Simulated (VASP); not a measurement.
# MnO2 in VASP: further runs, part 2 of 3

VASP 6.6.1. The steps go on from the part before.

### Step 3. Single point, r2SCAN, collinear spin, ferromagnetic start

Contents of INCAR:

```
SYSTEM = MnO2
ADDGRID = .False.
ALGO = Normal
EDIFF = 1E-5
ENCUT = 460
ISIF = 2
ISMEAR = 0
ISPIN = 2
LASPH = .True.
LCHARG = .False.
LMAXMIX = 4
LMIXTAU = .True.
LORBIT = 11
LREAL = .False.
LWAVE = .False.
MAGMOM = 4 0 0
METAGGA = R2SCAN
NBANDS = 24
NELM = 100
PREC = Accurate
SIGMA = 0.05
```

Contents of KPOINTS:

```
k-points
0
Gamma
  5 5 3
  0 0 0
```

Contents of POSCAR:

```
MnO2
1.0
    2.8565781804      0.0000000000      0.0000000000
   -1.4282890902      2.4738692722      0.0000000000
    0.0000000000      0.0000000000      4.6013740589
Mn O
1 2
Direct
    0.0186700000     -0.0033200000      0.4886240000
    0.3165570000      0.6444560000      0.7182440000
    0.6490790000      0.3390650000      0.3129550000
```

Potentials or basis: VASP PAW PBE potentials, release 64 (Mn_pv, O).

Command:

```sh
$ cat potpaw_PBE.64/Mn_pv/POTCAR potpaw_PBE.64/O/POTCAR > POTCAR
$ mpirun -np 1 vasp_std > vasp.out
```

OUTCAR:

```text
SYSTEM = MnO2
   EDIFF = 1E-5
   ENCUT = 460
   ISIF = 2
   ISMEAR = 0
   ISPIN = 2
   LASPH = .True.
   LORBIT = 11
   LREAL = .False.
   METAGGA = R2SCAN
   NELM = 100
   PREC = Accurate

 Found     38 irreducible k-points:

 Following reciprocal coordinates:
            Coordinates               Weight
  0.000000  0.000000  0.000000      1.000000
  0.200000  0.000000  0.000000      2.000000
  0.000000  0.200000  0.000000      2.000000
 -0.200000  0.200000  0.000000      2.000000
  0.400000  0.000000  0.000000      2.000000
  0.000000  0.400000  0.000000      2.000000
   k-points           NKPTS =     38   k-points in BZ     NKDIM =     38   number of bands    NBANDS=     24
   number of dos      NEDOS =    301   number of ions     NIONS =      3
   total plane-waves  NPLWV =  12800
   dimension x,y,z NGX =    20 NGY =   20 NGZ =   32
   dimension x,y,z NGXF=    40 NGYF=   40 NGZF=   64
   ions per type =               1   2
   NGX,Y,Z   is equivalent  to a cutoff of  11.64, 11.64, 11.56 a.u.
   NGXF,Y,Z  is equivalent  to a cutoff of  23.28, 23.28, 23.12 a.u.
 SYSTEM =  MnO2
   PREC   = accura    normal or accurate (medium, high low for compatibility)
   ISTART =      0    job   : 0-new  1-cont  2-samecut
   ICHARG =      2    charge: 1-file 2-atom 10-const
   ISPIN  =      2    spin polarized calculation?
   LNONCOLLINEAR =      F non collinear calculations
   LSORBIT =      F    spin-orbit coupling
   LASPH  =      T    aspherical Exc in radial PAW
   ENCUT  =  460.0 eV  33.81 Ry    5.81 a.u.   5.00  5.00  8.05*2*pi/ulx,y,z
   NELM   =    100;   NELMIN=  2; NELMDL= -5     # of ELM steps
   EDIFF  = 0.1E-04   stopping-criterion for ELM
   LREAL  =      F    real-space projection
   EDIFFG = 0.1E-03   stopping-criterion for IOM
   NSW    =      0    number of steps for IOM
   IBRION =     -1    ionic relax: 0-MD 1-quasi-New 2-CG
   NFREE  =      0    steps in history (QN), initial steepest desc. (CG)
   ISIF   =      2    stress and relaxation
   ISYM   =      2    0-nonsym 1-usesym 2-fastsym
   POTIM  = 0.5000    time-step for ionic-motion
   TEBEG  =    0.0;   TEEND  =   0.0 temperature during run
   PSTRESS=    0.0 pullay stress
   NELECT =      25.0000    total number of electrons
   NUPDOWN=      -1.0000    fix difference up-down
   EMIN   =  10.00;   EMAX   =-10.00  energy-range for DOS
   EFERMI =   0.00;   METHOD = LEGACY
[... 37 lines left out ...]
 cond. band min:       4.4693430245   @ k =   0.0000   0.0000   0.3333
 fundamental gap:      1.8800415056
 Fermi energy:         2.7964501727

 spin component 1

 k-point     1 :       0.0000    0.0000    0.0000
  band No.  band energies     occupation
      1     -49.6685      1.00000
      2     -49.6567      1.00000
      3     -49.6488      1.00000
      4     -17.9738      1.00000
      5     -15.3196      1.00000
      6      -3.8392      1.00000
[... 151 lines left out ...]
     23      25.0929      0.00000
     24      26.2829      0.00000

 [... further k-points ...]

 spin component 2

 k-point     1 :       0.0000    0.0000    0.0000
  band No.  band energies     occupation
      1     -45.6878      1.00000
      2     -45.5587      1.00000
      3     -45.3737      1.00000
      4     -17.8374      1.00000
      5     -15.2804      1.00000
      6      -2.7608      1.00000
[... 151 lines left out ...]
     23      25.7021      0.00000
     24      27.8435      0.00000

 [... further k-points ...]

------------------------ aborting loop because EDIFF is reached ----------------------------------------

  FORCE on cell =-STRESS in cart. coord.  units (eV):
  Direction    XX          YY          ZZ          XY          YZ          ZX
  --------------------------------------------------------------------------------------
  -------------------------------------------------------------------------------------
  Total        1.2333645      1.5121007      0.4267978      1.0326343      0.7873275     -1.2443454
  in kB       60.7703335     74.5042229     21.0291794     50.8799573     38.7931996    -61.3113856
  external PRESSURE =      52.1012452 kB  Pullay stress =       0.0000000 kB

 VOLUME and BASIS-vectors are now :
 -----------------------------------------------------------------------------
  energy-cutoff  :      460.00
  volume of cell :       32.52
      direct lattice vectors                 reciprocal lattice vectors
     2.856578180  0.000000000  0.000000000     0.350069187  0.202112539  0.000000000
    -1.428289090  2.473869272  0.000000000     0.000000000  0.404225078  0.000000000
     0.000000000  0.000000000  4.601374059     0.000000000  0.000000000  0.217326387

 POSITION                                       TOTAL-FORCE (eV/Angst)
 -----------------------------------------------------------------------------------
     -1.37021      2.46566      2.24834        -1.784435     -0.171627      3.770273
     -0.01620      1.59430      3.30491         0.100052      0.506598     -1.249975
      1.36986      0.83880      1.44002         1.684384     -0.334971     -2.520299
 -----------------------------------------------------------------------------------
    total drift:                               -0.014786     -0.006256      0.014304

  FREE ENERGIE OF THE ION-ELECTRON SYSTEM (eV)
  ---------------------------------------------------
  free  energy   TOTEN  =       -32.1910672720 eV

  energy  without entropy=      -32.1910672720  energy(sigma->0) =      -32.19106727

 total charge

# of ion       s       p       d       tot
------------------------------------------
    1        0.394   6.484   4.908  11.786
    2        1.597   3.402   0.000   4.999
    3        1.594   3.519   0.000   5.113
--------------------------------------------------
tot          3.585  13.405   4.908  21.898

 magnetization (x)

# of ion       s       p       d       tot
------------------------------------------
    1        0.029   0.040   2.831   2.899
    2        0.005  -0.028   0.000  -0.023
    3        0.004   0.058   0.000   0.062
--------------------------------------------------
tot          0.037   0.070   2.831   2.938
```

stdout:

```text
POSCAR found type information on POSCAR MnO
 POSCAR found :  2 types and       3 ions
 scaLAPACK will be used
 -----------------------------------------------------------------------------
|                                                                             |
|                                                                             |
|     You enforced a specific xc type in the INCAR file but a different       |
|     I HOPE YOU KNOW WHAT YOU ARE DOING!                                     |
|                                                                             |
 -----------------------------------------------------------------------------

 LDA part: xc-table for (None), standard interpolation
 POSCAR, INCAR and KPOINTS ok, starting setup
 FFT: planning ... GRIDC
 FFT: planning ... GRID_SOFT
 FFT: planning ... GRID
 WAVECAR not read
 entering main loop
```

It took 3.2 min on 1 thread of Intel Xeon Platinum 8375C at 2.90GHz (Ice Lake), shared host; peak memory 0.17 GiB.

The run converged, but some of its settings lie outside the range that counts as converged, so its numbers aren't taken as properties of the crystal.

Results:

* Free energy: -32.1911 eV
* Pressure: 5.2 GPa
* Largest force: 4.175 eV/Å
* Band gap on the k mesh: 1.88 eV, indirect (least direct gap 1.97 eV)
* Net moment: 3.00 μB per cell
* Site moments: Mn +2.90; O -0.02, +0.06 μB
* Valence electrons inside the program's atomic spheres: Mn 11.79; O 5.00, 5.11

Caveat: the k mesh is coarse (spacing up to 0.51 Å⁻¹), so the values aren't converged; the cutoff is under 1.25 times the usual one of these potentials, so pressure, stress and relaxed cells hold a basis-set (Pulay) error; the PAW data sets were made with another functional, which shifts forces and pressure a little; an odd mesh through Γ misses points on the zone boundary, where band edges often lie; a cell with one magnetic atom can't hold antiferromagnetic order, which such compounds often take.

(Continued in part 3 of 3.)
